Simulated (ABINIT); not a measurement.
# Nd (Im-3m) in ABINIT: reference runs

Reference runs on Nd: the cell as given.

Everything below comes from runs of ABINIT 10.8.3 (patched build). Logs are shortened: lines on timing, memory, paths and dates and some standing lists are left out, and cuts for length are marked. The log counts tension as positive stress, the text compression.

**1. The structure**

Symmetry: Im-3m, No. 229, cubic system. Conventional cell: a = 4.151 Å, b = 4.151 Å, c = 4.151 Å, α = 90.00°, β = 90.00°, γ = 90.00°. Nd (site symmetry m-3m) has 8 Nd at 3.59 Å as nearest neighbours.

This isn't the form of Nd at room conditions, which is double hcp.

**2. Equation of state, PBE, collinear spin, ferromagnetic start**

run.abi

```
ndtset 7
getwfk -1
scalecart1 3*0.9795861087
scalecart2 3*0.9864848297
scalecart3 3*0.9932883884
scalecart4 3*1.0000000000
scalecart5 3*1.0066227096
scalecart6 3*1.0131594038
scalecart7 3*1.0196128224

pp_dirpath "./"
pseudos "Nd.GGA_PBE-JTH.xml"

acell 6.7932243967 6.7932243967 6.7932243967
rprim
    -0.5773502692     0.5773502692     0.5773502692
     0.5773502692    -0.5773502692     0.5773502692
     0.5773502692     0.5773502692    -0.5773502692
ntypat 1
znucl 60
natom 1
typat 1
xred
     0.0000000000     0.0000000000     0.0000000000

ecut 680.284656 eV
pawecutdg 47.0

kptopt 1
ngkpt 9 9 9
nshiftk 1
shiftk 0.0 0.0 0.0

ixc 11

nband 15
occopt 3
tsmear 0.05 eV

nsppol 2
spinat
     0.0000000000     0.0000000000     3.0000000000

nstep 100
tolvrs 1.0e-9

iomode 3
prtwf 1
prtden 0
prteig 0
prtebands 0
```

Potentials or basis: JTH PAW PBE v2.0.

The run is started by

```bash
> abinit run.abi > log 2>&1
```

run.abo:

```text
.Version 10.8.3 of ABINIT
 DATASET    1 : space group Im -3 m (#229); Bravais cI (body-center cubic)
================================================================================
 Values of the parameters that define the memory need for DATASET  1.
     intxc =       0    ionmov =       0      iscf =      17    lmnmax =      32
     lnmax =       8     mgfft =      30  mpssoang =       4    mqgrid =    3001
     natom =       1  nloc_mem =       2    nspden =       2   nspinor =       1
    nsppol =       2      nsym =      48    n1xccc =       1    ntypat =       1
    occopt =       3   xclevel =       2
       mpw =        1374          nfft =       27000          nkpt =          35
 PAW method is used; the additional fine FFT grid is defined by:
   mgfftf=        45    nfftf =     91125
================================================================================
================================================================================

 DATASET    2 : space group Im -3 m (#229); Bravais cI (body-center cubic)
================================================================================
 Values of the parameters that define the memory need for DATASET  2.
     intxc =       0    ionmov =       0      iscf =      17    lmnmax =      32
     lnmax =       8     mgfft =      32  mpssoang =       4    mqgrid =    3001
     natom =       1  nloc_mem =       2    nspden =       2   nspinor =       1
    nsppol =       2      nsym =      48    n1xccc =       1    ntypat =       1
    occopt =       3   xclevel =       2
       mpw =        1413          nfft =       32768          nkpt =          35
 PAW method is used; the additional fine FFT grid is defined by:
   mgfftf=        45    nfftf =     91125
================================================================================
================================================================================
[... 57 lines left out ...]
 DATASET    7 : space group Im -3 m (#229); Bravais cI (body-center cubic)
================================================================================
 Values of the parameters that define the memory need for DATASET  7.
     intxc =       0    ionmov =       0      iscf =      17    lmnmax =      32
     lnmax =       8     mgfft =      32  mpssoang =       4    mqgrid =    3001
     natom =       1  nloc_mem =       2    nspden =       2   nspinor =       1
    nsppol =       2      nsym =      48    n1xccc =       1    ntypat =       1
    occopt =       3   xclevel =       2
       mpw =        1539          nfft =       32768          nkpt =          35
 PAW method is used; the additional fine FFT grid is defined by:
   mgfftf=        45    nfftf =     91125
================================================================================
================================================================================

--------------------------------------------------------------------------------
------------- Echo of variables that govern the present computation ------------
--------------------------------------------------------------------------------
 -outvars: echo values of preprocessed input variables --------
            acell      6.7932243967E+00  6.7932243967E+00  6.7932243967E+00 Bohr
              amu      1.44240000E+02
             ecut      2.50000000E+01 Hartree
           getwfk          -1
              ixc          11
           jdtset        1    2    3    4    5    6    7
         kptrlatt        9    0    0      0    9    0      0    0    9
          kptrlen1     5.98909343E+01
          kptrlen2     6.03127153E+01
          kptrlen3     6.07286782E+01
          kptrlen4     6.11390196E+01
          kptrlen5     6.15439255E+01
          kptrlen6     6.19435726E+01
          kptrlen7     6.23381283E+01
            natom           1
            nband          15
           ndtset           7
            ngfft1         30      30      30
            ngfft2         32      32      32
            ngfft3         32      32      32
            ngfft4         32      32      32
            ngfft5         32      32      32
            ngfft6         32      32      32
            ngfft7         32      32      32
          ngfftdg          45      45      45
             nkpt          35
           nspden           2
           nsppol           2
            nstep         100
             nsym          48
           ntypat           1
           occopt           3
        pawecutdg      4.70000000E+01 Hartree
         pawxcdev           0
           prtden           0
        prtebands           0
           prteig           0
            rprim1    -5.6556430356E-01  5.6556430356E-01  5.6556430356E-01
                       5.6556430356E-01 -5.6556430356E-01  5.6556430356E-01
                       5.6556430356E-01  5.6556430356E-01 -5.6556430356E-01
            rprim2    -5.6954728199E-01  5.6954728199E-01  5.6954728199E-01
                       5.6954728199E-01 -5.6954728199E-01  5.6954728199E-01
                       5.6954728199E-01  5.6954728199E-01 -5.6954728199E-01
            rprim3    -5.7347531844E-01  5.7347531844E-01  5.7347531844E-01
                       5.7347531844E-01 -5.7347531844E-01  5.7347531844E-01
                       5.7347531844E-01  5.7347531844E-01 -5.7347531844E-01
            rprim4    -5.7735026920E-01  5.7735026920E-01  5.7735026920E-01
                       5.7735026920E-01 -5.7735026920E-01  5.7735026920E-01
                       5.7735026920E-01  5.7735026920E-01 -5.7735026920E-01
            rprim5    -5.8117389237E-01  5.8117389237E-01  5.8117389237E-01
                       5.8117389237E-01 -5.8117389237E-01  5.8117389237E-01
                       5.8117389237E-01  5.8117389237E-01 -5.8117389237E-01
            rprim6    -5.8494785453E-01  5.8494785453E-01  5.8494785453E-01
                       5.8494785453E-01 -5.8494785453E-01  5.8494785453E-01
                       5.8494785453E-01  5.8494785453E-01 -5.8494785453E-01
            rprim7    -5.8867373749E-01  5.8867373749E-01  5.8867373749E-01
                       5.8867373749E-01 -5.8867373749E-01  5.8867373749E-01
                       5.8867373749E-01  5.8867373749E-01 -5.8867373749E-01
          spgroup         229
           spinat      0.0000000000E+00  0.0000000000E+00  3.0000000000E+00
           tolvrs      1.00000000E-09
           tsmear      1.83746611E-03 Hartree
            typat      1
           useylm           1
            znucl       60.00000

================================================================================

 chkinp: Checking input parameters for consistency, jdtset=   1.

 chkinp: Checking input parameters for consistency, jdtset=   2.

 chkinp: Checking input parameters for consistency, jdtset=   3.

 chkinp: Checking input parameters for consistency, jdtset=   4.

 chkinp: Checking input parameters for consistency, jdtset=   5.

 chkinp: Checking input parameters for consistency, jdtset=   6.

 chkinp: Checking input parameters for consistency, jdtset=   7.

================================================================================
== DATASET  1 ==================================================================
[... 13 lines left out ...]
 Real(R)+Recip(G) space primitive vectors, cartesian coordinates (Bohr,Bohr^-1):
 R(1)= -3.8420052  3.8420052  3.8420052  G(1)=  0.0000000  0.1301404  0.1301404
 R(2)=  3.8420052 -3.8420052  3.8420052  G(2)=  0.1301404  0.0000000  0.1301404
 R(3)=  3.8420052  3.8420052 -3.8420052  G(3)=  0.1301404  0.1301404  0.0000000
 Unit cell volume ucvol=  2.2684742E+02 bohr^3
 Angles (23,13,12)=  1.09471221E+02  1.09471221E+02  1.09471221E+02 degrees

 Coarse grid specifications (used for wave-functions):

 getcut: wavevector=  0.0000  0.0000  0.0000  ngfft=  30  30  30
         ecut(hartree)=     25.000   => boxcut(ratio)=   2.00294

 Fine grid specifications (used for densities):

 getcut: wavevector=  0.0000  0.0000  0.0000  ngfft=  45  45  45
         ecut(hartree)=     47.000   => boxcut(ratio)=   2.14360

--- Pseudopotential description ------------------------------------------------
- pspini: atom type   1  psp file is ./Nd.GGA_PBE-JTH.xml
 Pseudopotential format is: paw10
 basis_size (lnmax)=  8 (lmn_size= 32), orbitals=   0   0   1   1   2   2   3   3
 Spheres core radius: rc_sph= 2.50713347
 Shapefunction is SIN type: shapef(r)=[sin(pi*r/rshp)/(pi*r/rshp)]**2
 Radius for shape functions =  2.31598197
 Compensation charge density is not taken into account in XC energy/potential

   9.09702604E+02                                ecore*ucvol(ha*bohr**3)
--------------------------------------------------------------------------------

================================================================================

--- !BeginCycle
iteration_state: {dtset: 1, }
solver: {iscf: 17, nstep: 100, nline: 4, wfoptalg: 10, }
tolerances: {tolvrs: 1.00E-09, }
...

     iter   Etot(hartree)      deltaE(h)  residm     nres2   difmagsph maxmagsph
 ETOT  1  -57.640892110440    -5.764E+01 5.099E-01 2.147E+02 4.139E-01 4.139E-01
 ETOT  2  -60.260445956991    -2.620E+00 1.150E-01 1.093E+03 5.576E+00 5.990E+00
 ETOT  3  -58.435720202078     1.825E+00 2.121E-02 5.562E+02 5.390E-02 5.936E+00
 ETOT  4  -58.592712788722    -1.570E-01 2.446E-02 6.077E+02 1.450E-02 5.950E+00
 ETOT  5  -57.767202480694     8.255E-01 2.422E-02 1.508E+02 8.811E-01 5.069E+00
 ETOT  6  -57.850338538484    -8.314E-02 1.435E-01 2.257E+02 4.064E+00 1.005E+00
 ETOT  7  -57.985541166197    -1.352E-01 5.362E-02 3.790E+02 6.364E-01 3.683E-01
 ETOT  8  -57.974768866371     1.077E-02 8.575E-03 3.694E+02 3.444E-02 4.027E-01
 ETOT  9  -58.116352511463    -1.416E-01 1.574E-02 4.331E+02 8.854E-02 3.142E-01
 ETOT 10  -58.045012937574     7.134E-02 6.051E-01 3.653E+02 5.594E+00 5.908E+00
[... 1360 lines left out ...]
--- !EnergyTermsWithPAWCore
iteration_state     : {dtset: 7, }
comment             : 'Components of total free energy, including PAW core contributions'
Total energy        : -9.62419180472545E+03
Total energy DC     : -9.62419180259480E+03
Total energy (eV)   : -2.61887600503789E+05
Total energy DC (eV): -2.61887600445811E+05
...

 Cartesian components of stress tensor (hartree/bohr^3)
  sigma(1 1)=  1.04833836E-04  sigma(3 2)=  0.00000000E+00
  sigma(2 2)=  1.04833836E-04  sigma(3 1)=  0.00000000E+00
  sigma(3 3)=  1.04833836E-04  sigma(2 1)=  0.00000000E+00

-Cartesian components of stress tensor (GPa)         [Pressure= -3.0843E+00 GPa]
- sigma(1 1)=  3.08431794E+00  sigma(3 2)=  0.00000000E+00
- sigma(2 2)=  3.08431794E+00  sigma(3 1)=  0.00000000E+00
- sigma(3 3)=  3.08431794E+00  sigma(2 1)=  0.00000000E+00

== END DATASET(S) ==============================================================
================================================================================

 -outvars: echo values of variables after computation  --------
            acell      6.7932243967E+00  6.7932243967E+00  6.7932243967E+00 Bohr
           etotal1    -5.7722831184E+01
           etotal2    -5.7722599505E+01
           etotal3    -5.7722305849E+01
           etotal4    -5.7721955716E+01
           etotal5    -5.7721555061E+01
           etotal6    -5.7721109599E+01
           etotal7    -5.7720624231E+01
            fcart1    -0.0000000000E+00 -0.0000000000E+00 -0.0000000000E+00
            fcart2    -0.0000000000E+00 -0.0000000000E+00 -0.0000000000E+00
            fcart3    -0.0000000000E+00 -0.0000000000E+00 -0.0000000000E+00
            fcart4    -0.0000000000E+00 -0.0000000000E+00 -0.0000000000E+00
            fcart5    -0.0000000000E+00 -0.0000000000E+00 -0.0000000000E+00
            fcart6    -0.0000000000E+00 -0.0000000000E+00 -0.0000000000E+00
            fcart7    -0.0000000000E+00 -0.0000000000E+00 -0.0000000000E+00
            rprim1    -5.6556430356E-01  5.6556430356E-01  5.6556430356E-01
                       5.6556430356E-01 -5.6556430356E-01  5.6556430356E-01
                       5.6556430356E-01  5.6556430356E-01 -5.6556430356E-01
            rprim2    -5.6954728199E-01  5.6954728199E-01  5.6954728199E-01
                       5.6954728199E-01 -5.6954728199E-01  5.6954728199E-01
                       5.6954728199E-01  5.6954728199E-01 -5.6954728199E-01
            rprim3    -5.7347531844E-01  5.7347531844E-01  5.7347531844E-01
                       5.7347531844E-01 -5.7347531844E-01  5.7347531844E-01
                       5.7347531844E-01  5.7347531844E-01 -5.7347531844E-01
            rprim4    -5.7735026920E-01  5.7735026920E-01  5.7735026920E-01
                       5.7735026920E-01 -5.7735026920E-01  5.7735026920E-01
                       5.7735026920E-01  5.7735026920E-01 -5.7735026920E-01
            rprim5    -5.8117389237E-01  5.8117389237E-01  5.8117389237E-01
                       5.8117389237E-01 -5.8117389237E-01  5.8117389237E-01
                       5.8117389237E-01  5.8117389237E-01 -5.8117389237E-01
            rprim6    -5.8494785453E-01  5.8494785453E-01  5.8494785453E-01
                       5.8494785453E-01 -5.8494785453E-01  5.8494785453E-01
                       5.8494785453E-01  5.8494785453E-01 -5.8494785453E-01
            rprim7    -5.8867373749E-01  5.8867373749E-01  5.8867373749E-01
                       5.8867373749E-01 -5.8867373749E-01  5.8867373749E-01
                       5.8867373749E-01  5.8867373749E-01 -5.8867373749E-01
           strten1     4.1701995846E-05  4.1701995846E-05  4.1701995846E-05
                       0.0000000000E+00  0.0000000000E+00  0.0000000000E+00
           strten2     5.5139693858E-05  5.5139693858E-05  5.5139693858E-05
                       0.0000000000E+00  0.0000000000E+00  0.0000000000E+00
           strten3     6.7427102759E-05  6.7427102759E-05  6.7427102759E-05
                       0.0000000000E+00  0.0000000000E+00  0.0000000000E+00
           strten4     7.8507044790E-05  7.8507044790E-05  7.8507044790E-05
                       0.0000000000E+00  0.0000000000E+00  0.0000000000E+00
           strten5     8.8344270138E-05  8.8344270138E-05  8.8344270138E-05
                       0.0000000000E+00  0.0000000000E+00  0.0000000000E+00
           strten6     9.7080873149E-05  9.7080873149E-05  9.7080873149E-05
                       0.0000000000E+00  0.0000000000E+00  0.0000000000E+00
           strten7     1.0483383585E-04  1.0483383585E-04  1.0483383585E-04
                       0.0000000000E+00  0.0000000000E+00  0.0000000000E+00
 Calculation completed.
```

Wall time 8.7 min (1 thread of Arm Neoverse V2, shared host); peak memory 0.22 GiB.

Results:

```yaml
Equilibrium_volume: "31.86 Å³/atom (rough: see the caveat)"
Bulk_modulus: 25 GPa (rough)
```

Energy against volume, from the lowest point:
```tsv
volume (Å³/atom)	energy (meV/atom)
33.615	0.00
34.331	6.30
35.046	14.30
35.761	23.82
36.476	34.73
37.191	46.85
37.907	60.05
```

Caveat: pressures at fixed basis lie under the slope of the energies; the magnetic or orbital state may not be the lowest; the minimum lies outside the volumes run; spin-orbit coupling is left out, which moves the levels of the heavy elements. The state reached can hang on the start; a lower one may exist.

**3. Single point, PBE, collinear spin, ferromagnetic start**

run.abi

```
# Pseudopotentials
pp_dirpath "./"
pseudos "Nd.GGA_PBE-JTH.xml"

# Structure
structure "poscar:POSCAR"
natom 1

# Plane-wave basis
ecut 25.0
pawecutdg 47.0

# k points
kptopt 1
ngkpt 9 9 9
nshiftk 1
shiftk 0.0 0.0 0.0

# Exchange and correlation
ixc 11

# Bands and occupations
nband 15
occopt 3
tsmear 0.00183747

# Spin
nsppol 2
spinat
     0.0000000000     0.0000000000     3.0000000000

# SCF cycle
nstep 100
tolvrs 1.0e-9

# Output
iomode 3
prtwf 0
prtden 0
prteig 0
prtebands 0
enunit 1
```

POSCAR

```
Nd
1.0
   -2.0754700287      2.0754700287      2.0754700287
    2.0754700287     -2.0754700287      2.0754700287
    2.0754700287      2.0754700287     -2.0754700287
Nd
1
Direct
    0.0000000000      0.0000000000      0.0000000000  Nd
```

Potentials or basis: JTH PAW PBE v2.0.

The run is started by

```bash
> abinit run.abi > log 2>&1
```

Run time: 2.4 min. Hardware: 1 thread of Arm Neoverse V1, shared host; peak memory 0.19 GiB.

The run converged. Its results:

```yaml
Free_energy: -1570.6944 eV
Pressure: -2.3 GPa
Band_gap_on_the_k_mesh: none (metal or under the smearing width)
Net_moment: 4.09 μB per cell
Site_moments: Nd +3.51 μB
Valence_electrons_inside_the_program's_atomic_spheres: Nd 11.28 (radii [1.3267] Å)
```

Levels at points of the mesh, in eV from the Fermi level:
Spin up:
```tsv
k point	band 7	band 8	band 9	band 10	band 11	band 12
(0.00, 0.00, 0.00)	-0.29	-0.29	0.17	0.17	0.17	0.28
```
Spin down:
```
           k point  band 3  band 4  band 5  band 6  band 7  band 8
(0.00, 0.00, 0.00)  -16.85  -16.85   -3.16    2.00    2.00    2.00
```

Caveat: the magnetic or orbital state may not be the lowest; spin-orbit coupling is left out, which moves the levels of the heavy elements. The state reached can hang on the start; a lower one may exist.

(Part 1 of 2 ends here.)
